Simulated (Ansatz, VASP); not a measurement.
# PbS: VASP beside Ansatz

Contents of INCAR:

```
SYSTEM = PbS
ALGO = Normal
EDIFF = 1E-7
ENCUT = 520
GGA = PE
ISIF = 2
ISMEAR = -1
LASPH = .TRUE.
LCHARG = .FALSE.
LREAL = .FALSE.
LWAVE = .FALSE.
NBANDS = 17
NELM = 60
PREC = Accurate
SIGMA = 0.05
```

Contents of KPOINTS:

```
k-points
0
G
  8 8 7
  0 0 0
```

Contents of POSCAR:

```
PbS
1.0
    4.0062110427      0.0000000000      0.0000000000
   -2.0031055213      3.4694805360      0.0000000000
    0.0000000000      0.0000000000      3.7108357707
Pb S
1 1
Direct
    0.0000000000      0.0000000000      0.0000000000
    0.6666666667      0.3333333333      0.5000000000
```

The input input.yaml:

```yaml
crystal:
  lattice:
    - [4.0062110427, 0.0, 0.0]
    - [-2.0031055213, 3.469480536, 0.0]
    - [0.0, 0.0, 3.7108357707]
  atoms:
    - { symbol: Pb, position: [0.0, 0.0, 0.0] }
    - { symbol: S, position: [0.6666666667, 0.3333333333, 0.5] }
hamiltonian:
  xc: pbe
  pseudopotentials: { kind: paw }
kpoints:
  mp_grid: { grid: [8, 8, 7] }
scf:
  occupations: { method: fermi_dirac, width: 0.05 }
output:
  forces: true
  stress: true
  eigenvalues: true
```

Change from the starting cell: volume scaled by 0.94.

Alike in both runs: task single point; functional PBE; k mesh 8 × 8 × 7; occupations fermi-dirac, width 0.05 eV; no spin polarisation.

|  | VASP | Ansatz |
| --- | --- | --- |
| version | VASP 6.6.1 | Ansatz 0.2.0 |
| potentials or method | VASP PAW PBE potentials, release 64 (Pb_d, S) | Ansatz PAW |
| plane-wave cutoff (eV) | 520 | 420 |
| valence electrons in the cell | 20 | 20 |

```csv
,VASP,Ansatz,Ansatz less VASP
gap on the k mesh at the Fermi level (eV),none,none,-
pressure (GPa),3.4,3.4,+0.07
largest component of the traceless stress (GPa),0.92,0.93,+0.010
```

A gap of «none» marks a metal or a gap that the smearing closes. The functional is the same, so the differences come from potentials, cutoffs and numerics.

The runs have no spin-orbit coupling, so splittings on Pb are missing.
